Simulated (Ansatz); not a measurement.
Write the native input for Ansatz 0.2.0 that does the following.

| Quantity | Value |
| --- | --- |
| Task | density of states |
| Functional | PBEsol |
| Potentials or basis | all-electron LAPW, scalar-relativistic |
| Cutoff | 292 eV (chosen from the basis error) |
| Basis error allowed | 0.002 eV/atom |
| k mesh | 8 × 8 × 5 |
| Occupations | fermi-dirac, width 0.05 eV |
| Spin | no spin polarisation |
| Hubbard terms | Pt d U = 4 eV |

PtSe2 (Sudovikovite):

```
CELL_PARAMETERS angstrom
3.72400 0.00000 0.00000
-1.86200 3.22508 0.00000
0.00000 0.00000 5.06200
ATOMIC_POSITIONS crystal
Pt 0.00000 0.00000 0.00000
Se 0.66667 0.33333 0.75000
Se 0.33333 0.66667 0.25000
```

These files were run (other wordings do the same):

input.yaml

```yaml
crystal:
  lattice:
    - [3.724, 0.0, 0.0]
    - [-1.862, 3.2250786037, 0.0]
    - [0.0, 0.0, 5.062]
  atoms:
    - { symbol: Pt, position: [0.0, 0.0, 0.0] }
    - { symbol: Se, position: [0.6666666667, 0.3333333333, 0.75] }
    - { symbol: Se, position: [0.3333333333, 0.6666666667, 0.25] }
kpoints:
  mp_grid: { grid: [8, 8, 5] }
scf:
  occupations: { method: fermi_dirac, width: 0.05 }
hamiltonian:
  xc: pbesol
  pseudopotentials: { kind: all_electron, lapw: { basis_error: 0.002 } }
  hubbard:
    sites: [{ species: Pt, l: d, u_eff: 4 }]
    double_counting: fll
    projectors: ortho-atomic
output:
  forces: true
  stress: true
  eigenvalues: true
  dos: { projected: false, de: 0.2, e_range: [-14, 10] }
  hubbard: {}
```

Potentials or basis: all-electron LAPW, scalar-relativistic.

Run with:

```console
$ ansatz run input.yaml --threads 2 --pin off --max-ram 8192MiB --backend cpu --events-out ev --progress --plain --runs-dir out
```

It gave:

- Pressure: 2.4 GPa
- Largest force: 0.443 eV/Å
- Band gap on the k mesh: none (metal or under the smearing width)

Caveat: U is the effective U less J, on atomic orbitals that reach past the spheres; U without spin polarisation on a metal has little footing.

It took 22 s on 2 threads of Intel(R) Xeon(R) Platinum 8375C CPU @ 2.90GHz (Ice Lake) (shared host), peak memory 0.56 GiB.
